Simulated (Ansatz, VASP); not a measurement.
# Two plane-wave programs on Si

File INCAR:

```
SYSTEM = Si
  PREC = Accurate
  ENCUT = 520
  EDIFF = 1E-7
  ISMEAR = 0
  SIGMA = 0.014
  LREAL = .False.
  LASPH = .True.
  NELM = 60
  ALGO = Normal
  ISIF = 2
  LWAVE = .False.
  LCHARG = .False.
  GGA = PE
  NBANDS = 8
```

File KPOINTS:

```
regular mesh
0
Gamma
  12 12 11
  0 0 0
```

File POSCAR:

```
Si
1.0
    2.6205428149      0.0000000000      0.0000000000
   -1.3102714075      2.2694566494      0.0000000000
    0.0000000000      0.0000000000      2.4663543900
Si
1
Direct
    0.0000000000      0.0000000000      0.0000000000
```

input.yaml

```yaml
crystal:
  lattice:
    - [2.6205428149, 0.0, 0.0]
    - [-1.3102714075, 2.2694566494, 0.0]
    - [0.0, 0.0, 2.46635439]
  atoms:
    - { symbol: Si, position: [0.0, 0.0, 0.0] }
hamiltonian:
  xc: pbe
  pseudopotentials: { kind: paw }
kpoints:
  mp_grid: { grid: [12, 12, 11] }
scf:
  occupations: { method: gaussian, width: 0.014 }
output:
  forces: true
  stress: true
  eigenvalues: true
  write_density: true
  write_potential: true
  elf: true
  volumetric_format: npy
```

This isn't the form of Si at room conditions, which is diamond.

Alike in both runs: task single point; functional PBE; k mesh 12 × 12 × 11; occupations gaussian, width 0.014 eV; no spin polarisation.

```csv
,VASP,Ansatz
version,VASP 6.6.1,Ansatz 0.2.0
potentials or method,"VASP PAW PBE potentials, release 64 (Si)",Ansatz PAW
plane-wave cutoff (eV),520,420
valence electrons in the cell,4,4
```

|  | VASP | Ansatz | Ansatz less VASP |
| --- | --- | --- | --- |
| gap on the k mesh at the Fermi level (eV) | none | none | - |
| pressure (GPa) | 3.0 | 3.1 | +0.06 |
| largest component of the traceless stress (GPa) | 3.50 | 3.51 | +0.010 |

A gap of «none» marks a metal or a gap that the smearing closes.
